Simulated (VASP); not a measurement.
# Si (P6_3/mmc) in VASP: further runs

One crystal, Si, is run at these levels: HSE06; tasks: single point.

Program: VASP 6.6.1. These are calculated values, not measurements. Logs are shortened: lines on timing, memory, paths and dates and some standing lists are left out, and cuts for length are marked.

## 1. The crystal as given

It takes space group P6_3/mmc (No. 194, hexagonal). Conventional cell: a = 3.831 Å, b = 3.831 Å, c = 6.333 Å, α = 90.00°, β = 90.00°, γ = 120.00°. Si (site symmetry 3m) is surrounded by 4 Si at 2.35 to 2.37 Å.

This isn't the form of Si at room conditions, which is diamond.

## 2. Single point, HSE06

Contents of POSCAR:

```
Si
1.0
    3.8313174605      0.0000000000      0.0000000000
   -1.9156587303      3.3180182508      0.0000000000
    0.0000000000      0.0000000000      6.3326220002
Si
4
Direct
    0.6666666667      0.3333333333      0.9369905000
    0.3333333333      0.6666666667      0.4369905000
    0.6666666667      0.3333333333      0.5630095000
    0.3333333333      0.6666666667      0.0630095000
```

Contents of INCAR.step1:

```
PREC     = Accurate       # precision mode
ENCUT    = 340            # plane-wave cutoff, eV
EDIFF    = 1E-5           # SCF threshold, eV
ISMEAR   = 0              # smearing method
SIGMA    = 0.01           # smearing width, eV
LREAL    = False          # projectors in reciprocal space
LASPH    = True           # aspherical terms in the spheres
NELM     = 100            # most SCF steps
ALGO     = Normal         # electronic algorithm
ISIF     = 2              # what is computed and relaxed
LWAVE    = True           # write WAVECAR
NBANDS   = 16             # bands
NKRED    = 1            
GGA      = PE             # functional
```

Contents of INCAR.step2:

```
PREC     = Accurate       # precision mode
ENCUT    = 340            # plane-wave cutoff, eV
EDIFF    = 1E-6           # SCF threshold, eV
ISMEAR   = 0              # smearing method
SIGMA    = 0.01           # smearing width, eV
LREAL    = False          # projectors in reciprocal space
LASPH    = True           # aspherical terms in the spheres
NELM     = 100            # most SCF steps
ALGO     = Normal         # electronic algorithm
ISIF     = 2              # what is computed and relaxed
LWAVE    = False          # write WAVECAR
LCHARG   = False          # write CHGCAR
GGA      = PE             # functional
LHFCALC  = True           # exact exchange
HFSCREEN = 0.2            # screening, 1/A
PRECFOCK = Fast         
NBANDS   = 16             # bands
NKRED    = 1            
ISTART   = 1
```

Contents of KPOINTS:

```
Automatic mesh
0
Gamma
  5 5 3
```

Potentials or basis: VASP PAW PBE potentials, release 64 (Si).

Command:

```sh
$ cat potpaw_PBE.64/Si/POTCAR > POTCAR
$ cp INCAR.step1 INCAR
$ mpirun -np 1 vasp_std > vasp.out
$ cp INCAR.step2 INCAR
$ mpirun -np 1 vasp_std > vasp.out
```

OUTCAR:

```text
PREC = Accurate
   ENCUT = 340
   EDIFF = 1E-6
   ISMEAR = 0
   LREAL = False
   LASPH = True
   NELM = 100
   ISIF = 2
   GGA = PE
   LHFCALC = True
   HFSCREEN = 0.2
   PRECFOCK = Fast
   NKRED = 1
   ISTART = 1

 Found     10 irreducible k-points:

 Following reciprocal coordinates:
            Coordinates               Weight
  0.000000  0.000000  0.000000      1.000000
  0.200000 -0.000000  0.000000      6.000000
  0.400000 -0.000000  0.000000      6.000000
  0.200000  0.200000  0.000000      6.000000
  0.400000  0.200000  0.000000      6.000000
  0.000000  0.000000  0.333333      2.000000
   k-points           NKPTS =     10   k-points in BZ     NKDIM =     75   number of bands    NBANDS=     16
   number of dos      NEDOS =    301   number of ions     NIONS =      4
   total plane-waves  NPLWV =  23040
   dimension x,y,z NGX =    24 NGY =   24 NGZ =   40
   dimension x,y,z NGXF=    48 NGYF=   48 NGZF=   80
   ions per type =               4
   NGX,Y,Z   is equivalent  to a cutoff of  10.41, 10.41, 10.50 a.u.
   NGXF,Y,Z  is equivalent  to a cutoff of  20.83, 20.83, 21.00 a.u.
 SYSTEM =  unknown system
   PREC   = accura    normal or accurate (medium, high low for compatibility)
   ISTART =      1    job   : 0-new  1-cont  2-samecut
   ICHARG =      0    charge: 1-file 2-atom 10-const
   ISPIN  =      1    spin polarized calculation?
   LNONCOLLINEAR =      F non collinear calculations
   LSORBIT =      F    spin-orbit coupling
   LASPH  =      T    aspherical Exc in radial PAW
   ENCUT  =  340.0 eV  24.99 Ry    5.00 a.u.   5.76  5.76  9.52*2*pi/ulx,y,z
   NELM   =    100;   NELMIN=  2; NELMDL=  0     # of ELM steps
   EDIFF  = 0.1E-05   stopping-criterion for ELM
   LREAL  =      F    real-space projection
   EDIFFG = 0.1E-04   stopping-criterion for IOM
   NSW    =      0    number of steps for IOM
   IBRION =     -1    ionic relax: 0-MD 1-quasi-New 2-CG
   NFREE  =      0    steps in history (QN), initial steepest desc. (CG)
   ISIF   =      2    stress and relaxation
   ISYM   =      3    0-nonsym 1-usesym 2-fastsym
   POTIM  = 0.5000    time-step for ionic-motion
   TEBEG  =    0.0;   TEEND  =   0.0 temperature during run
   PSTRESS=    0.0 pullay stress
   NELECT =      16.0000    total number of electrons
   NUPDOWN=      -1.0000    fix difference up-down
   EMIN   =  10.00;   EMAX   =-10.00  energy-range for DOS
   EFERMI =   0.00;   METHOD = LEGACY
   ISMEAR =     0;   SIGMA  =   0.01  broadening in eV -4-tet -1-fermi 0-gaus
   EFERMI_NEDOS =   21; number of points for ismear=-14 and -15
   IALGO  =     38    algorithm
   IMIX   =      1    mixing-type and parameters
     AMIX     =   0.40;   BMIX     =  1.00
     AMIX_MAG =   1.60;   BMIX_MAG =  1.00
  volume/ion in A,a.u.               =      20.13       135.81
  Fermi-wavevector in a.u.,A,eV,Ry     =   0.955384  1.805414 12.418837  0.912759
  Thomas-Fermi vector in A             =   2.084217
   LORBIT       =      0    0 simple, 1 ext, 2 COOP (PROOUT), +10 PAW based schemes
   GGA     = PE    functional components
   LHFCALC =     T    Hartree Fock is set to
   PRECFOCK=fast      Normal, Fast or Accurate (Low or Medium for compatibility)
   ENCUT4O =  -1.0   cutoff for four orbital integrals eV
   NKREDX  =     1    reduce k-point grid by
   NKREDY  =     1    reduce k-point grid by
   NKREDZ  =     1    reduce k-point grid by
   AEXX    =    0.2500 exact exchange contribution
   HFSCREEN=    0.2000 screening length (either q_TF or 0.3 A-1)
   HFSCREENC=   0.2000 screening length for correlation (either q_TF or 0.3 A-1)
   ENCUTFOCK=  -1.0 apply spherical cutoff to Coloumb kernel
   IVDW    =     0    specifies the selected vdW correction
   LEPSILON=     F    determine dielectric tensor
   LRPA    =     F    only Hartree local field effects (RPA)
 non-spin polarized calculation
 Gauss-broadening in eV      SIGMA  =   0.01
  energy-cutoff  :      340.00
  volume of cell :       80.50
 maximum number of plane-waves:      1158
 NGX is ok and might be reduce to    24
  NGX = 14; NGY = 14; NGZ = 24

 number of electron      15.9999997 magnetization

 Free energy of the ion-electron system (eV)
  ---------------------------------------------------
  ext. energy  EPLUGINS =         0.00000000
  ---------------------------------------------------
  free energy    TOTEN  =       -25.05200444 eV

  energy without entropy =      -25.05200444  energy(sigma->0) =      -25.05200444

 E-fermi :   5.7388     XC(G=0):  -7.8111

 val. band max:        5.6955895858   @ k =   0.0000   0.0000   0.0000
 cond. band min:       6.8245261674   @ k =   0.4000  -0.0000   0.0000
 fundamental gap:      1.1289365815
 Fermi energy:         5.7387678943

 k-point     1 :       0.0000    0.0000    0.0000
  band No.  band energies     occupation
      1      -7.8542      2.00000
      2      -5.3138      2.00000
      3      -2.2918      2.00000
      4       4.0243      2.00000
      5       4.0243      2.00000
      6       5.3305      2.00000
[... 8 lines left out ...]
     15      10.7662      0.00000
     16      12.5492      0.00000

 k-point     2 :       0.2000   -0.0000    0.0000
  band No.  band energies     occupation
      1      -7.3429      2.00000
      2      -4.7869      2.00000
      3      -2.0880      2.00000
      4       1.5192      2.00000
      5       3.1353      2.00000
      6       3.2591      2.00000
[... 8 lines left out ...]
     15      12.3343      0.00000
     16      12.4420      0.00000

 k-point     3 :       0.4000   -0.0000    0.0000
  band No.  band energies     occupation
      1      -5.9494      2.00000
      2      -3.3278      2.00000
      3      -3.0397      2.00000
      4      -0.0986      2.00000
      5       0.3807      2.00000
      6       2.4475      2.00000
[... 8 lines left out ...]
     15      13.5097      0.00000
     16      14.5266      0.00000

 k-point     4 :       0.2000    0.2000    0.0000
  band No.  band energies     occupation
      1      -6.3641      2.00000
      2      -3.7685      2.00000
      3      -2.4225      2.00000
      4       0.6046      2.00000
      5       0.9870      2.00000
      6       1.4416      2.00000
[... 8 lines left out ...]
     15      12.0647      0.00000
     16      13.4230      0.00000

 k-point     5 :       0.4000    0.2000    0.0000
  band No.  band energies     occupation
      1      -5.0278      2.00000
      2      -3.7866      2.00000
      3      -2.3311      2.00000
      4      -0.9895      2.00000
      5       0.4330      2.00000
      6       1.3732      2.00000
[... 8 lines left out ...]
     15      12.8460      0.00000
     16      14.0090      0.00000

 k-point     6 :       0.0000    0.0000    0.3333
  band No.  band energies     occupation
      1      -7.4594      2.00000
      2      -6.3497      2.00000
      3      -0.4879      2.00000
      4       2.7857      2.00000
      5       4.3300      2.00000
      6       4.3300      2.00000
[... 8 lines left out ...]
     15      11.9368      0.00000
     16      13.6472      0.00000

 [... further k-points ...]

------------------------ aborting loop because EDIFF is reached ----------------------------------------

  FORCE on cell =-STRESS in cart. coord.  units (eV):
  Direction    XX          YY          ZZ          XY          YZ          ZX
  --------------------------------------------------------------------------------------
  -------------------------------------------------------------------------------------
  Total       -0.0977710     -0.0977710     -0.2684424      0.0000000      0.0000000      0.0000000
  in kB       -1.9458541     -1.9458541     -5.3425830      0.0000000      0.0000000      0.0000000
  external PRESSURE =      -3.0780970 kB  Pullay stress =       0.0000000 kB

 VOLUME and BASIS-vectors are now :
 -----------------------------------------------------------------------------
  energy-cutoff  :      340.00
  volume of cell :       80.50
      direct lattice vectors                 reciprocal lattice vectors
     3.831317461  0.000000000  0.000000000     0.261006823  0.150692360  0.000000000
    -1.915658730  3.318018251  0.000000000     0.000000000  0.301384720  0.000000000
     0.000000000  0.000000000  6.332622000     0.000000000  0.000000000  0.157912473

 POSITION                                       TOTAL-FORCE (eV/Angst)
 -----------------------------------------------------------------------------------
      1.91566      1.10601      5.93361        -0.000000     -0.000000      0.029337
     -0.00000      2.21201      2.76730         0.000000      0.000000      0.029337
      1.91566      1.10601      3.56533        -0.000000     -0.000000     -0.029337
     -0.00000      2.21201      0.39902         0.000000      0.000000     -0.029337
 -----------------------------------------------------------------------------------
    total drift:                                0.000000      0.000000     -0.000000

  FREE ENERGIE OF THE ION-ELECTRON SYSTEM (eV)
  ---------------------------------------------------
  free  energy   TOTEN  =       -25.0520044352 eV

  energy  without entropy=      -25.0520044352  energy(sigma->0) =      -25.05200444
```

Run time: 96 s. Hardware: 1 thread of Intel Xeon 6975P-C (Granite Rapids), shared host; peak memory 0.24 GiB.

The run converged, but some of its settings lie outside the range that counts as converged, so its numbers aren't taken as properties of the crystal.

What came out:

| Item | Value |
| --- | --- |
| Free energy | -25.0520 eV |
| Pressure | -0.3 GPa |
| Largest force | 0.029 eV/Å |
| Band gap on the k mesh | 1.13 eV, indirect (least direct gap 1.73 eV) |

Caveat: the PAW data sets were made with another functional, which shifts forces and pressure a little; an odd mesh through Γ misses points on the zone boundary, where band edges often lie.

(Continued in part 2 of 2.)
